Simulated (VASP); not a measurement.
# Y (P6_3/mmc) in VASP: notebook, part 4 of 7

VASP 6.6.1. The steps go on from the part before.

**48. Equation of state, PBEsol, 32.02 Å³/atom**

INCAR reads:

```
SYSTEM = Y
PREC = Low ; ENCUT = 450
EDIFF = 1E-6 ; ISMEAR = -1
SIGMA = 0.15 ; LREAL = .FALSE.
LASPH = .TRUE. ; NELM = 100
ALGO = Normal ; ISIF = 2
LWAVE = .FALSE. ; LCHARG = .FALSE.
GGA = PS ; ADDGRID = .FALSE.
```

KPOINTS reads:

```
Automatic mesh
0
G
  9 9 5
  0 0 0
```

POSCAR reads:

```
Y
1.0
    3.6105550567      0.0000000000      0.0000000000
   -1.8052775283      3.1268324009      0.0000000000
    0.0000000000      0.0000000000      5.6727111937
Y
2
Direct
    0.6666666667      0.3333333333      0.7500000000
    0.3333333333      0.6666666667      0.2500000000
```

Potentials or basis: VASP PAW PBE potentials, release 64 (Y_sv).

Run with:

```
> cat potpaw_PBE.64/Y_sv/POTCAR > POTCAR
> mpirun -np 1 vasp_std > vasp.out
```

Run time: 18 s. Hardware: 1 thread of Intel Xeon Platinum 8488C (Sapphire Rapids), shared host; peak memory 0.13 GiB.

The run converged, but some of its settings lie outside the range that counts as converged, so its numbers aren't taken as properties of the crystal.

What came out:

- Free energy: -13.7671 eV
- Pressure: -0.8 GPa
- Band gap on the k mesh: none (metal or under the smearing width)

Caveat: the PAW data sets were made with another functional, which shifts forces and pressure a little.

**49. Equation of state, PBEsol, 34.00 Å³/atom**

INCAR is that of step 48.

KPOINTS is that of step 48.

POSCAR reads:

```
Y
1.0
    3.6835152200      0.0000000000      0.0000000000
   -1.8417576100      3.1900177558      0.0000000000
    0.0000000000      0.0000000000      5.7873423041
Y
2
Direct
    0.6666666667      0.3333333333      0.7500000000
    0.3333333333      0.6666666667      0.2500000000
```

Run with:

```
> cat potpaw_PBE.64/Y_sv/POTCAR > POTCAR
> mpirun -np 1 vasp_std > vasp.out
```

Wall time 16 s (1 thread of Intel Xeon Platinum 8488C (Sapphire Rapids), shared host); peak memory 0.13 GiB.

The run converged, but some of its settings lie outside the range that counts as converged, so its numbers aren't taken as properties of the crystal.

Results:

```yaml
Free_energy: -13.7195 eV
Pressure: -3.0 GPa
Band_gap_on_the_k_mesh: none (metal or under the smearing width)
```

Caveat: the PAW data sets were made with another functional, which shifts forces and pressure a little.

**50. Equation of state, PBEsol, 32.02 Å³/atom**

INCAR, as its differences from that of step 49:

```diff
@@ -1,3 +1,3 @@
 SYSTEM = Y
-PREC = Low ; ENCUT = 450
+PREC = Normal ; ENCUT = 450
 EDIFF = 1E-6 ; ISMEAR = -1
```

KPOINTS is that of step 49.

POSCAR reads:

```
Y
1.0
    3.6105550567      0.0000000000      0.0000000000
   -1.8052775283      3.1268324009      0.0000000000
    0.0000000000      0.0000000000      5.6727111937
Y
2
Direct
    0.6666666667      0.3333333333      0.7500000000
    0.3333333333      0.6666666667      0.2500000000
```

Run with:

```
> cat potpaw_PBE.64/Y_sv/POTCAR > POTCAR
> mpirun -np 1 vasp_std > vasp.out
```

Run time: 16 s. Hardware: 1 thread of Intel Xeon Platinum 8488C (Sapphire Rapids), shared host; peak memory 0.15 GiB.

These settings aren't checked as converged: the numbers below hold their error.

What came out:

| Quantity | Value |
| --- | --- |
| Free energy | -13.7669 eV |
| Pressure | -0.8 GPa |
| Band gap on the k mesh | none (metal or under the smearing width) |

Caveat: the PAW data sets were made with another functional, which shifts forces and pressure a little.

**51. Equation of state, PBEsol, 34.00 Å³/atom**

INCAR is that of step 50.

KPOINTS is that of step 50.

POSCAR reads:

```
Y
1.0
    3.6835152200      0.0000000000      0.0000000000
   -1.8417576100      3.1900177558      0.0000000000
    0.0000000000      0.0000000000      5.7873423041
Y
2
Direct
    0.6666666667      0.3333333333      0.7500000000
    0.3333333333      0.6666666667      0.2500000000
```

Potentials or basis: VASP PAW PBE potentials, release 64 (Y_sv).

Run with:

```
> cat potpaw_PBE.64/Y_sv/POTCAR > POTCAR
> mpirun -np 1 vasp_std > vasp.out
```

Wall time 16 s (1 thread of Intel Xeon Platinum 8488C (Sapphire Rapids), shared host); peak memory 0.15 GiB.

The run converged, but some of its settings lie outside the range that counts as converged, so its numbers aren't taken as properties of the crystal.

What came out:

- Free energy: -13.7192 eV
- Pressure: -3.0 GPa
- Band gap on the k mesh: none (metal or under the smearing width)

Caveat: the PAW data sets were made with another functional, which shifts forces and pressure a little.

**52. Equation of state, PBEsol, 32.02 Å³/atom**

INCAR reads:

```
SYSTEM = Y
PREC = Accurate ; ENCUT = 450
EDIFF = 1E-6 ; ISMEAR = -1
SIGMA = 0.15 ; LREAL = Auto
LASPH = .TRUE. ; NELM = 100
ALGO = Normal ; ISIF = 2
LWAVE = .FALSE. ; LCHARG = .FALSE.
GGA = PS ; ADDGRID = .FALSE.
```

KPOINTS is that of step 51.

POSCAR reads:

```
Y
1.0
    3.6105550567      0.0000000000      0.0000000000
   -1.8052775283      3.1268324009      0.0000000000
    0.0000000000      0.0000000000      5.6727111937
Y
2
Direct
    0.6666666667      0.3333333333      0.7500000000
    0.3333333333      0.6666666667      0.2500000000
```

Run with:

```
> cat potpaw_PBE.64/Y_sv/POTCAR > POTCAR
> mpirun -np 1 vasp_std > vasp.out
```

It took 52 s on 1 thread of Intel Xeon Platinum 8488C (Sapphire Rapids), shared host; peak memory 0.18 GiB.

The run converged, but some of its settings lie outside the range that counts as converged, so its numbers aren't taken as properties of the crystal.

What came out:

```yaml
Free_energy: -13.7665 eV
Pressure: -0.8 GPa
Band_gap_on_the_k_mesh: none (metal or under the smearing width)
```

Caveat: the PAW data sets were made with another functional, which shifts forces and pressure a little.

**53. Equation of state, PBEsol, 34.00 Å³/atom**

INCAR is that of step 52.

KPOINTS is that of step 52.

POSCAR reads:

```
Y
1.0
    3.6835152200      0.0000000000      0.0000000000
   -1.8417576100      3.1900177558      0.0000000000
    0.0000000000      0.0000000000      5.7873423041
Y
2
Direct
    0.6666666667      0.3333333333      0.7500000000
    0.3333333333      0.6666666667      0.2500000000
```

Run with:

```
> cat potpaw_PBE.64/Y_sv/POTCAR > POTCAR
> mpirun -np 1 vasp_std > vasp.out
```

It took 46 s on 1 thread of Intel Xeon Platinum 8488C (Sapphire Rapids), shared host; peak memory 0.17 GiB.

These settings aren't checked as converged: the numbers below hold their error.

What came out:

| Item | Value |
| --- | --- |
| Free energy | -13.7189 eV |
| Pressure | -3.0 GPa |
| Band gap on the k mesh | none (metal or under the smearing width) |

Caveat: the PAW data sets were made with another functional, which shifts forces and pressure a little.

**54. Equation of state, PBEsol, 32.02 Å³/atom**

INCAR reads:

```
SYSTEM = Y
PREC = Accurate ; ENCUT = 450
EDIFF = 0.01 ; ISMEAR = -1
SIGMA = 0.15 ; LREAL = .FALSE.
LASPH = .TRUE. ; NELM = 100
ALGO = Normal ; ISIF = 2
LWAVE = .FALSE. ; LCHARG = .FALSE.
GGA = PS ; ADDGRID = .FALSE.
```

KPOINTS is that of step 53.

POSCAR reads:

```
Y
1.0
    3.6105550567      0.0000000000      0.0000000000
   -1.8052775283      3.1268324009      0.0000000000
    0.0000000000      0.0000000000      5.6727111937
Y
2
Direct
    0.6666666667      0.3333333333      0.7500000000
    0.3333333333      0.6666666667      0.2500000000
```

Potentials or basis: VASP PAW PBE potentials, release 64 (Y_sv).

Run with:

```
> cat potpaw_PBE.64/Y_sv/POTCAR > POTCAR
> mpirun -np 1 vasp_std > vasp.out
```

Wall time 18 s (1 thread of Intel Xeon Platinum 8488C (Sapphire Rapids), shared host); peak memory 0.19 GiB.

The run converged, but some of its settings lie outside the range that counts as converged, so its numbers aren't taken as properties of the crystal.

Results:

- Free energy: -13.7668 eV
- Pressure: 0.5 GPa
- Band gap on the k mesh: none (metal or under the smearing width)

Caveat: the PAW data sets were made with another functional, which shifts forces and pressure a little.

**55. Equation of state, PBEsol, 34.00 Å³/atom**

INCAR is that of step 54.

KPOINTS is that of step 54.

POSCAR reads:

```
Y
1.0
    3.6835152200      0.0000000000      0.0000000000
   -1.8417576100      3.1900177558      0.0000000000
    0.0000000000      0.0000000000      5.7873423041
Y
2
Direct
    0.6666666667      0.3333333333      0.7500000000
    0.3333333333      0.6666666667      0.2500000000
```

Run with:

```
> cat potpaw_PBE.64/Y_sv/POTCAR > POTCAR
> mpirun -np 1 vasp_std > vasp.out
```

Run time: 18 s. Hardware: 1 thread of Intel Xeon Platinum 8488C (Sapphire Rapids), shared host; peak memory 0.19 GiB.

These settings aren't checked as converged: the numbers below hold their error.

What came out:

```
Free energy            : -13.7191 eV
Pressure               : -1.8 GPa
Band gap on the k mesh : none (metal or under the smearing width)
```

Caveat: the PAW data sets were made with another functional, which shifts forces and pressure a little.

**56. Equation of state, PBEsol, 32.02 Å³/atom**

INCAR, as its differences from that of step 55:

```diff
@@ -2,3 +2,3 @@
 PREC = Accurate ; ENCUT = 450
-EDIFF = 0.01 ; ISMEAR = -1
+EDIFF = 0.001 ; ISMEAR = -1
 SIGMA = 0.15 ; LREAL = .FALSE.
```

KPOINTS is that of step 55.

POSCAR reads:

```
Y
1.0
    3.6105550567      0.0000000000      0.0000000000
   -1.8052775283      3.1268324009      0.0000000000
    0.0000000000      0.0000000000      5.6727111937
Y
2
Direct
    0.6666666667      0.3333333333      0.7500000000
    0.3333333333      0.6666666667      0.2500000000
```

Run with:

```
> cat potpaw_PBE.64/Y_sv/POTCAR > POTCAR
> mpirun -np 1 vasp_std > vasp.out
```

Wall time 26 s (1 thread of Intel Xeon Platinum 8488C (Sapphire Rapids), shared host); peak memory 0.19 GiB.

These settings aren't checked as converged: the numbers below hold their error.

What came out:

* Free energy: -13.7668 eV
* Pressure: 0.5 GPa
* Band gap on the k mesh: none (metal or under the smearing width)

Caveat: the PAW data sets were made with another functional, which shifts forces and pressure a little.

**57. Equation of state, PBEsol, 34.00 Å³/atom**

INCAR is that of step 56.

KPOINTS is that of step 56.

POSCAR reads:

```
Y
1.0
    3.6835152200      0.0000000000      0.0000000000
   -1.8417576100      3.1900177558      0.0000000000
    0.0000000000      0.0000000000      5.7873423041
Y
2
Direct
    0.6666666667      0.3333333333      0.7500000000
    0.3333333333      0.6666666667      0.2500000000
```

Potentials or basis: VASP PAW PBE potentials, release 64 (Y_sv).

Run with:

```
> cat potpaw_PBE.64/Y_sv/POTCAR > POTCAR
> mpirun -np 1 vasp_std > vasp.out
```

Run time: 26 s. Hardware: 1 thread of Intel Xeon Platinum 8488C (Sapphire Rapids), shared host; peak memory 0.19 GiB.

These settings aren't checked as converged: the numbers below hold their error.

What came out:

```yaml
Free_energy: -13.7193 eV
Pressure: -3.2 GPa
Band_gap_on_the_k_mesh: none (metal or under the smearing width)
```

Caveat: the PAW data sets were made with another functional, which shifts forces and pressure a little.

**58. Equation of state, PBEsol, 32.02 Å³/atom**

INCAR, as its differences from that of step 57:

```diff
@@ -2,3 +2,3 @@
 PREC = Accurate ; ENCUT = 450
-EDIFF = 0.001 ; ISMEAR = -1
+EDIFF = 1E-4 ; ISMEAR = -1
 SIGMA = 0.15 ; LREAL = .FALSE.
```

KPOINTS is that of step 57.

POSCAR reads:

```
Y
1.0
    3.6105550567      0.0000000000      0.0000000000
   -1.8052775283      3.1268324009      0.0000000000
    0.0000000000      0.0000000000      5.6727111937
Y
2
Direct
    0.6666666667      0.3333333333      0.7500000000
    0.3333333333      0.6666666667      0.2500000000
```

Run with:

```
> cat potpaw_PBE.64/Y_sv/POTCAR > POTCAR
> mpirun -np 1 vasp_std > vasp.out
```

It took 27 s on 1 thread of Intel Xeon Platinum 8488C (Sapphire Rapids), shared host; peak memory 0.19 GiB.

These settings aren't checked as converged: the numbers below hold their error.

Results:

| Item | Value |
| --- | --- |
| Free energy | -13.7669 eV |
| Pressure | -0.9 GPa |
| Band gap on the k mesh | none (metal or under the smearing width) |

Caveat: the PAW data sets were made with another functional, which shifts forces and pressure a little.

**59. Equation of state, PBEsol, 34.00 Å³/atom**

INCAR is that of step 58.

KPOINTS is that of step 58.

POSCAR reads:

```
Y
1.0
    3.6835152200      0.0000000000      0.0000000000
   -1.8417576100      3.1900177558      0.0000000000
    0.0000000000      0.0000000000      5.7873423041
Y
2
Direct
    0.6666666667      0.3333333333      0.7500000000
    0.3333333333      0.6666666667      0.2500000000
```

Run with:

```
> cat potpaw_PBE.64/Y_sv/POTCAR > POTCAR
> mpirun -np 1 vasp_std > vasp.out
```

Wall time 26 s (1 thread of Intel Xeon Platinum 8488C (Sapphire Rapids), shared host); peak memory 0.19 GiB.

The run converged, but some of its settings lie outside the range that counts as converged, so its numbers aren't taken as properties of the crystal.

Results:

```yaml
Free_energy: -13.7192 eV
Pressure: -3.1 GPa
Band_gap_on_the_k_mesh: none (metal or under the smearing width)
```

Caveat: the PAW data sets were made with another functional, which shifts forces and pressure a little.

**60. Equation of state, PBEsol, 32.02 Å³/atom**

INCAR, as its differences from that of step 59:

```diff
@@ -2,3 +2,3 @@
 PREC = Accurate ; ENCUT = 450
-EDIFF = 1E-4 ; ISMEAR = -1
+EDIFF = 1E-5 ; ISMEAR = -1
 SIGMA = 0.15 ; LREAL = .FALSE.
```

KPOINTS is that of step 59.

POSCAR reads:

```
Y
1.0
    3.6105550567      0.0000000000      0.0000000000
   -1.8052775283      3.1268324009      0.0000000000
    0.0000000000      0.0000000000      5.6727111937
Y
2
Direct
    0.6666666667      0.3333333333      0.7500000000
    0.3333333333      0.6666666667      0.2500000000
```

Potentials or basis: VASP PAW PBE potentials, release 64 (Y_sv).

Run with:

```
> cat potpaw_PBE.64/Y_sv/POTCAR > POTCAR
> mpirun -np 1 vasp_std > vasp.out
```

Run time: 26 s. Hardware: 1 thread of Intel Xeon Platinum 8488C (Sapphire Rapids), shared host; peak memory 0.19 GiB.

These settings aren't checked as converged: the numbers below hold their error.

Results:

```yaml
Free_energy: -13.7669 eV
Pressure: -0.8 GPa
Band_gap_on_the_k_mesh: none (metal or under the smearing width)
```

Caveat: the PAW data sets were made with another functional, which shifts forces and pressure a little.

**61. Equation of state, PBEsol, 34.00 Å³/atom**

INCAR is that of step 60.

KPOINTS is that of step 60.

POSCAR reads:

```
Y
1.0
    3.6835152200      0.0000000000      0.0000000000
   -1.8417576100      3.1900177558      0.0000000000
    0.0000000000      0.0000000000      5.7873423041
Y
2
Direct
    0.6666666667      0.3333333333      0.7500000000
    0.3333333333      0.6666666667      0.2500000000
```

Run with:

```
> cat potpaw_PBE.64/Y_sv/POTCAR > POTCAR
> mpirun -np 1 vasp_std > vasp.out
```

Run time: 31 s. Hardware: 1 thread of Intel Xeon Platinum 8488C (Sapphire Rapids), shared host; peak memory 0.19 GiB.

The run converged, but some of its settings lie outside the range that counts as converged, so its numbers aren't taken as properties of the crystal.

Results:

- Free energy: -13.7192 eV
- Pressure: -2.9 GPa
- Band gap on the k mesh: none (metal or under the smearing width)

Caveat: the PAW data sets were made with another functional, which shifts forces and pressure a little.

**62. Equation of state, PBEsol, 32.02 Å³/atom**

INCAR reads:

```
SYSTEM = Y
PREC = Accurate ; ENCUT = 450
EDIFF = 1E-6 ; ISMEAR = -1
SIGMA = 0.15 ; LREAL = .FALSE.
LASPH = .TRUE. ; NELM = 100
ALGO = Normal ; ISIF = 2
LWAVE = .FALSE. ; LCHARG = .FALSE.
GGA = PS ; ADDGRID = .TRUE.
```

KPOINTS is that of step 61.

POSCAR reads:

```
Y
1.0
    3.6105550567      0.0000000000      0.0000000000
   -1.8052775283      3.1268324009      0.0000000000
    0.0000000000      0.0000000000      5.6727111937
Y
2
Direct
    0.6666666667      0.3333333333      0.7500000000
    0.3333333333      0.6666666667      0.2500000000
```

Run with:

```
> cat potpaw_PBE.64/Y_sv/POTCAR > POTCAR
> mpirun -np 1 vasp_std > vasp.out
```

It took 62 s on 1 thread of Intel Xeon Platinum 8488C (Sapphire Rapids), shared host; peak memory 0.35 GiB.

These settings aren't checked as converged: the numbers below hold their error.

Results:

```yaml
Free_energy: -13.7669 eV
Pressure: -0.8 GPa
Band_gap_on_the_k_mesh: none (metal or under the smearing width)
```

Caveat: the PAW data sets were made with another functional, which shifts forces and pressure a little.

**63. Equation of state, PBEsol, 34.00 Å³/atom**

INCAR is that of step 62.

KPOINTS is that of step 62.

POSCAR reads:

```
Y
1.0
    3.6835152200      0.0000000000      0.0000000000
   -1.8417576100      3.1900177558      0.0000000000
    0.0000000000      0.0000000000      5.7873423041
Y
2
Direct
    0.6666666667      0.3333333333      0.7500000000
    0.3333333333      0.6666666667      0.2500000000
```

Potentials or basis: VASP PAW PBE potentials, release 64 (Y_sv).

Run with:

```
> cat potpaw_PBE.64/Y_sv/POTCAR > POTCAR
> mpirun -np 1 vasp_std > vasp.out
```

It took 51 s on 1 thread of Intel Xeon Platinum 8488C (Sapphire Rapids), shared host; peak memory 0.34 GiB.

The run converged, but some of its settings lie outside the range that counts as converged, so its numbers aren't taken as properties of the crystal.

Results:

```
Free energy            : -13.7192 eV
Pressure               : -3.0 GPa
Band gap on the k mesh : none (metal or under the smearing width)
```

Caveat: the PAW data sets were made with another functional, which shifts forces and pressure a little.

**64. Equation of state, PBEsol, 32.02 Å³/atom**

INCAR reads:

```
SYSTEM = Y
PREC = Accurate ; ENCUT = 450
EDIFF = 1E-6 ; ISMEAR = -1
SIGMA = 0.15 ; LREAL = .FALSE.
LASPH = .FALSE. ; NELM = 100
ALGO = Normal ; ISIF = 2
LWAVE = .FALSE. ; LCHARG = .FALSE.
GGA = PS ; ADDGRID = .FALSE.
```

KPOINTS is that of step 63.

POSCAR reads:

```
Y
1.0
    3.6105550567      0.0000000000      0.0000000000
   -1.8052775283      3.1268324009      0.0000000000
    0.0000000000      0.0000000000      5.6727111937
Y
2
Direct
    0.6666666667      0.3333333333      0.7500000000
    0.3333333333      0.6666666667      0.2500000000
```

Run with:

```
> cat potpaw_PBE.64/Y_sv/POTCAR > POTCAR
> mpirun -np 1 vasp_std > vasp.out
```

Wall time 24 s (1 thread of Intel Xeon Platinum 8488C (Sapphire Rapids), shared host); peak memory 0.19 GiB.

These settings aren't checked as converged: the numbers below hold their error.

Results:

```yaml
Free_energy: -13.7669 eV
Pressure: -0.8 GPa
Band_gap_on_the_k_mesh: none (metal or under the smearing width)
```

Caveat: the PAW data sets were made with another functional, which shifts forces and pressure a little.

**65. Equation of state, PBEsol, 34.00 Å³/atom**

INCAR is that of step 64.

KPOINTS is that of step 64.

POSCAR reads:

```
Y
1.0
    3.6835152200      0.0000000000      0.0000000000
   -1.8417576100      3.1900177558      0.0000000000
    0.0000000000      0.0000000000      5.7873423041
Y
2
Direct
    0.6666666667      0.3333333333      0.7500000000
    0.3333333333      0.6666666667      0.2500000000
```

Run with:

```
> cat potpaw_PBE.64/Y_sv/POTCAR > POTCAR
> mpirun -np 1 vasp_std > vasp.out
```

Run time: 27 s. Hardware: 1 thread of Intel Xeon Platinum 8488C (Sapphire Rapids), shared host; peak memory 0.19 GiB.

The run converged, but some of its settings lie outside the range that counts as converged, so its numbers aren't taken as properties of the crystal.

What came out:

| Quantity | Value |
| --- | --- |
| Free energy | -13.7192 eV |
| Pressure | -3.0 GPa |
| Band gap on the k mesh | none (metal or under the smearing width) |

Caveat: the PAW data sets were made with another functional, which shifts forces and pressure a little.

**66. Equation of state, PBEsol, 32.02 Å³/atom**

INCAR reads:

```
SYSTEM = Y
PREC = Normal ; ENCUT = 450
EDIFF = 1E-4 ; ISMEAR = -1
SIGMA = 0.15 ; LREAL = Auto
LASPH = .TRUE. ; NELM = 100
ALGO = Normal ; ISIF = 2
LWAVE = .FALSE. ; LCHARG = .FALSE.
GGA = PS ; ADDGRID = .FALSE.
```

KPOINTS is that of step 65.

POSCAR reads:

```
Y
1.0
    3.6105550567      0.0000000000      0.0000000000
   -1.8052775283      3.1268324009      0.0000000000
    0.0000000000      0.0000000000      5.6727111937
Y
2
Direct
    0.6666666667      0.3333333333      0.7500000000
    0.3333333333      0.6666666667      0.2500000000
```

Potentials or basis: VASP PAW PBE potentials, release 64 (Y_sv).

Run with:

```
> cat potpaw_PBE.64/Y_sv/POTCAR > POTCAR
> mpirun -np 1 vasp_std > vasp.out
```

Run time: 18 s. Hardware: 1 thread of Intel Xeon Platinum 8488C (Sapphire Rapids), shared host; peak memory 0.14 GiB.

These settings aren't checked as converged: the numbers below hold their error.

What came out:

| Quantity | Value |
| --- | --- |
| Free energy | -13.7665 eV |
| Pressure | -0.9 GPa |
| Band gap on the k mesh | none (metal or under the smearing width) |

Caveat: the PAW data sets were made with another functional, which shifts forces and pressure a little.

**67. Equation of state, PBEsol, 34.00 Å³/atom**

INCAR is that of step 66.

KPOINTS is that of step 66.

POSCAR reads:

```
Y
1.0
    3.6835152200      0.0000000000      0.0000000000
   -1.8417576100      3.1900177558      0.0000000000
    0.0000000000      0.0000000000      5.7873423041
Y
2
Direct
    0.6666666667      0.3333333333      0.7500000000
    0.3333333333      0.6666666667      0.2500000000
```

Run with:

```
> cat potpaw_PBE.64/Y_sv/POTCAR > POTCAR
> mpirun -np 1 vasp_std > vasp.out
```

Wall time 17 s (1 thread of Intel Xeon Platinum 8488C (Sapphire Rapids), shared host); peak memory 0.15 GiB.

These settings aren't checked as converged: the numbers below hold their error.

What came out:

```
Free energy            : -13.7189 eV
Pressure               : -3.1 GPa
Band gap on the k mesh : none (metal or under the smearing width)
```

Caveat: the PAW data sets were made with another functional, which shifts forces and pressure a little.

[end of part 4 of 7]
